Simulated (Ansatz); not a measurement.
# RbBr, space group Fm-3m: cell relaxations under several functionals

Program: Ansatz 0.2.0, Python API.

Interactive session:
```pycon
>>> import ansatz as az
>>> import numpy as np
>>> from pymatgen.core import Lattice, Structure
>>> from pymatgen.io.ase import AseAtomsAdaptor
>>> def edges_and_angles(cell):
...     cell = np.asarray(cell)
...     a, b, c = np.linalg.norm(cell, axis=1)
...     cosines = cell[1] @ cell[2] / (b * c), cell[0] @ cell[2] / (a * c), cell[0] @ cell[1] / (a * b)
...     return (a, b, c, *np.degrees(np.arccos(cosines)))
...
>>> pmg_structure = Structure(
...     Lattice([(0.0, 3.427, 3.427), (3.427, 0.0, 3.427), (3.427, 3.427, 0.0)]),
...     ["Rb", "Br"],
...     [
...         (0.0, 0.0, 0.0),
...         (0.5, 0.5, 0.5),
...     ],
... )
>>> xtal = az.Crystal.from_ase(AseAtomsAdaptor.get_atoms(pmg_structure))
>>> xtal.resolved().tree()["lattice"]
((0.0, 3.427, 3.427), (3.427, 0.0, 3.427), (3.427, 3.427, 0.0))
>>> model = (
...     xtal.calculation()
...     .occupations("Methfessel-Paxton", width=0.05)
...     .kpoints(6, 6, 6)
...     .relax(cell=True)
... )
>>> levels = [("pbesol", "none"), ("r2scan", "none"), ("r2scan", "rvv10"), ("pbe", "d4")]
>>> print("level            a       b       c    alpha   beta  gamma  V/atom  steps")
level            a       b       c    alpha   beta  gamma  V/atom  steps
>>> for name, dispersion in levels:
...     seen = []
...     run = model.functional(name, dispersion=dispersion).session().plan()
...     done = run.execute(on_event=lambda e: seen.append(e) if e["event"] == "relax_step" else None)
...     cell = done.lattice.cell_ang
...     label = name if dispersion == "none" else f"{name}+{dispersion}"
...     print("{:13s} {:7.4f} {:7.4f} {:7.4f} {:6.2f} {:6.2f} {:6.2f}".format(label, *edges_and_angles(cell)), f"{abs(np.linalg.det(cell)) / len(done.lattice.sites):7.3f} {len(seen):5d}")
...
DeckWarning: basis.ecutwfc = 420 eV, auto-derived from the records' recommended cutoffs: set by Rb (normal level)
pbesol         4.8436  4.8436  4.8436  60.00  60.00  60.00  40.175     3
DeckWarning: basis.ecutwfc = 500 eV, auto-derived from the records' recommended cutoffs: set by Rb (their level for a meta-GGA)
r2scan         4.8956  4.8956  4.8956  60.00  60.00  60.00  41.484     4
r2scan+rvv10   4.8439  4.8439  4.8439  60.00  60.00  60.00  40.184     3
pbe+d4         4.8976  4.8976  4.8976  60.00  60.00  60.00  41.534     4
```

From smallest to largest: PBEsol (40.17 Å³ an atom, -0.2 % against the start), r2SCAN+RVV10 (40.18 Å³ an atom, -0.2 % against the start), r2SCAN (41.48 Å³ an atom, +3.1 % against the start) and PBE+D4 (41.53 Å³ an atom, +3.2 % against the start). The spread is 3.4 % in volume.

Notes:
- Forces vanish by symmetry, so the ions can't move, and the end may be a saddle.
- Edges and angles are those of the cell as typed, here a primitive one, not of the conventional cell.
- Of the deposited cell: the entry's cell lengths or inner coordinates differ somewhat from later room-temperature determinations.
- The starting cell is as deposited in a crystallographic database; the results hold for this polymorph, which needn't be the stable one.
- Warnings are shown shortened and without file and line.
- The whole script took 40 s on 1 thread of Arm Neoverse V1, with other jobs on the host, peak memory 0.75 GiB.
